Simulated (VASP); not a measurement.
# MgSe (Fm-3m) in VASP: single point with PBEsol

Aim: the single point of MgSe with PBEsol.

All numbers are computed with VASP 6.6.1; they aren't measurements. Logs are shortened: lines on timing, memory, paths and dates and some standing lists are left out, and cuts for length are marked.

**1. The structure**

It takes space group Fm-3m (No. 225, cubic). Conventional cell: a = 5.451 Å, b = 5.451 Å, c = 5.451 Å, α = 90.00°, β = 90.00°, γ = 90.00°. Mg (site symmetry m-3m) has 6 Se at 2.73 Å as nearest neighbours. Se (site symmetry m-3m) has 6 Mg at 2.73 Å as nearest neighbours.

**2. Single point, PBEsol**

Input file INCAR:

```
PREC = Accurate ; ENCUT = 520
EDIFF = 1E-7 ; ISMEAR = 0
SIGMA = 0.05 ; LREAL = F
LASPH = T ; NELM = 60
ALGO = Normal ; ISIF = 2
LWAVE = F ; LCHARG = F
GGA = PS ; NBANDS = 11
```

Input file KPOINTS:

```
regular mesh
0
Gamma
  8 8 8
```

Input file POSCAR:

```
MgSe
1.0
    0.0000000000      2.7255000000      2.7255000000
    2.7255000000      0.0000000000      2.7255000000
    2.7255000000      2.7255000000      0.0000000000
Mg Se
1 1
Direct
    0.0000000000      0.0000000000      0.0000000000
    0.5000000000      0.5000000000      0.5000000000
```

Potentials or basis: VASP PAW PBE potentials, release 64 (Mg, Se).

Started as:

```console
cat potpaw_PBE.64/Mg/POTCAR potpaw_PBE.64/Se/POTCAR > POTCAR
mpirun -np 1 vasp_std > vasp.out
```

OUTCAR:

```text
PREC = Accurate
   ENCUT = 520
   EDIFF = 1E-7
   ISMEAR = 0
   LREAL = F
   LASPH = T
   NELM = 60
   ISIF = 2
   GGA = PS

 ion  position               nearest neighbor table
   1  0.000  0.000  0.000-   2 2.73   2 2.73   2 2.73   2 2.73   2 2.73   2 2.73
   2  0.500  0.500  0.500-   1 2.73   1 2.73   1 2.73   1 2.73   1 2.73   1 2.73

  LATTYP: Found a face centered cubic cell.
 ALAT       =     5.4510000000

  Lattice vectors:

 A1 = (   0.0000000000,   2.7255000000,   2.7255000000)
 A2 = (   2.7255000000,   0.0000000000,   2.7255000000)
 A3 = (   2.7255000000,   2.7255000000,   0.0000000000)

Analysis of symmetry for initial positions (statically):
=====================================================================
 Subroutine PRICEL returns:
 Original cell was already a primitive cell.

 Routine SETGRP: Setting up the symmetry group for a
 face centered cubic supercell.

 Subroutine GETGRP returns: Found 48 space group operations
 (whereof 48 operations were pure point group operations)
 out of a pool of 48 trial point group operations.

The static configuration has the point symmetry O_h .

Analysis of symmetry for dynamics (positions and initial velocities):
=====================================================================
 Subroutine PRICEL returns:
 Original cell was already a primitive cell.

 Routine SETGRP: Setting up the symmetry group for a
 face centered cubic supercell.

 Subroutine GETGRP returns: Found 48 space group operations
 (whereof 48 operations were pure point group operations)
 out of a pool of 48 trial point group operations.

The dynamic configuration has the point symmetry O_h .

 Subroutine INISYM returns: Found 48 space group operations
 (whereof 48 operations are pure point group operations),
 and found     1 'primitive' translations

----------------------------------------------------------------------------------------

                                     Primitive cell

  volume of cell :      40.4919

  direct lattice vectors                    reciprocal lattice vectors
     0.000000000  2.725500000  2.725500000    -0.183452578  0.183452578  0.183452578
     2.725500000  0.000000000  2.725500000     0.183452578 -0.183452578  0.183452578
     2.725500000  2.725500000  0.000000000     0.183452578  0.183452578 -0.183452578

  length of vectors
     3.854439064  3.854439064  3.854439064     0.317749185  0.317749185  0.317749185

  position of ions in fractional coordinates (direct lattice)
     0.000000000  0.000000000  0.000000000
     0.500000000  0.500000000  0.500000000

[... 82 lines left out ...]
   ISIF   =      2    stress and relaxation
   ISYM   =      2    0-nonsym 1-usesym 2-fastsym
   POTIM  = 0.5000    time-step for ionic-motion
   TEBEG  =    0.0;   TEEND  =   0.0 temperature during run
   PSTRESS=    0.0 pullay stress
   NELECT =       8.0000    total number of electrons
   NUPDOWN=      -1.0000    fix difference up-down
   EMIN   =  10.00;   EMAX   =-10.00  energy-range for DOS
   EFERMI =   0.00;   METHOD = LEGACY
   ISMEAR =     0;   SIGMA  =   0.05  broadening in eV -4-tet -1-fermi 0-gaus
   EFERMI_NEDOS =   21; number of points for ismear=-14 and -15
   IALGO  =     38    algorithm
   IMIX   =      4    mixing-type and parameters
     AMIX     =   0.40;   BMIX     =  1.00
     AMIX_MAG =   1.60;   BMIX_MAG =  1.00
  volume/ion in A,a.u.               =      20.25       136.63
  Fermi-wavevector in a.u.,A,eV,Ry     =   0.953488  1.801831 12.369596  0.909140
  Thomas-Fermi vector in A             =   2.082148
   LORBIT       =      0    0 simple, 1 ext, 2 COOP (PROOUT), +10 PAW based schemes
   GGA     = PS    functional components
   LHFCALC =     F    Hartree Fock is set to
   AEXX    =    0.0000 exact exchange contribution
   IVDW    =     0    specifies the selected vdW correction
   LEPSILON=     F    determine dielectric tensor
   LRPA    =     F    only Hartree local field effects (RPA)
 non-spin polarized calculation
 Gauss-broadening in eV      SIGMA  =   0.05
  energy-cutoff  :      520.00
  volume of cell :       40.49
 maximum number of plane-waves:      1106
 NGX is ok and might be reduce to    30
   NGX = 15   NGY = 15   NGZ = 15

 number of electron       8.0000001 magnetization

 Free energy of the ion-electron system (eV)
  ---------------------------------------------------
  ext. energy  EPLUGINS =         0.00000000
  ---------------------------------------------------
  free energy    TOTEN  =        -8.10598451 eV

  energy without entropy =       -8.10598451  energy(sigma->0) =       -8.10598451

 E-fermi :   3.3887     XC(G=0):  -9.6200

 val. band max:        3.1438000206   @ k =   0.0000   0.0000   0.0000
 cond. band min:       4.9057303994   @ k =   0.5000   0.5000   0.0000
 fundamental gap:      1.7619303788
 Fermi energy:         3.3886842155

 k-point     1 :       0.0000    0.0000    0.0000
  band No.  band energies     occupation
      1      -9.8276      2.00000
      2       3.1438      2.00000
      3       3.1438      2.00000
      4       3.1438      2.00000
      5       5.6440      0.00000
      6      10.4762      0.00000
      7      10.4762      0.00000
      8      10.4762      0.00000
      9      13.0850      0.00000
     10      13.0850      0.00000
     11      13.9363      0.00000
[... 309 lines left out ...]
 k-point    24 :      -0.3750    0.2500    0.1250
  band No.  band energies     occupation
      1      -8.5275      2.00000
      2      -1.3309      2.00000
      3       0.8820      2.00000
      4       1.9120      2.00000
      5       7.8452      0.00000
      6       8.4714      0.00000
      7      10.8494      0.00000
      8      12.1428      0.00000
      9      14.1251      0.00000
     10      14.8402      0.00000
     11      17.1477      0.00000

 [... further k-points ...]
[... 5 lines left out ...]
  --------------------------------------------------------------------------------------
  -------------------------------------------------------------------------------------
  Total       -0.0247648     -0.0247648     -0.0247648      0.0000000     -0.0000000      0.0000000
  in kB       -0.9798882     -0.9798882     -0.9798882      0.0000000     -0.0000000      0.0000000
  external PRESSURE =      -0.9798882 kB  Pullay stress =       0.0000000 kB

 VOLUME and BASIS-vectors are now :
 -----------------------------------------------------------------------------
  energy-cutoff  :      520.00
  volume of cell :       40.49
      direct lattice vectors                 reciprocal lattice vectors
     0.000000000  2.725500000  2.725500000    -0.183452578  0.183452578  0.183452578
     2.725500000  0.000000000  2.725500000     0.183452578 -0.183452578  0.183452578
     2.725500000  2.725500000  0.000000000     0.183452578  0.183452578 -0.183452578

 POSITION                                       TOTAL-FORCE (eV/Angst)
 -----------------------------------------------------------------------------------
      0.00000      0.00000      0.00000        -0.000000      0.000000      0.000000
      2.72550      2.72550      2.72550         0.000000     -0.000000     -0.000000
 -----------------------------------------------------------------------------------
    total drift:                               -0.000000     -0.000000      0.000000

  FREE ENERGIE OF THE ION-ELECTRON SYSTEM (eV)
  ---------------------------------------------------
  free  energy   TOTEN  =        -8.1059845052 eV

  energy  without entropy=       -8.1059845052  energy(sigma->0) =       -8.10598451
```

Wall time 12 s (1 thread of Intel Xeon Platinum 8375C at 2.90GHz (Ice Lake), shared host); peak memory 0.17 GiB.

What came out:

| Property | Result |
| --- | --- |
| Free energy | -8.1060 eV |
| Pressure | -0.1 GPa |
| Band gap on the k mesh | 1.76 eV, indirect (least direct gap 2.50 eV) |

Caveat: the PAW data sets were made with another functional, which shifts forces and pressure a little. A k mesh can miss the band edges.
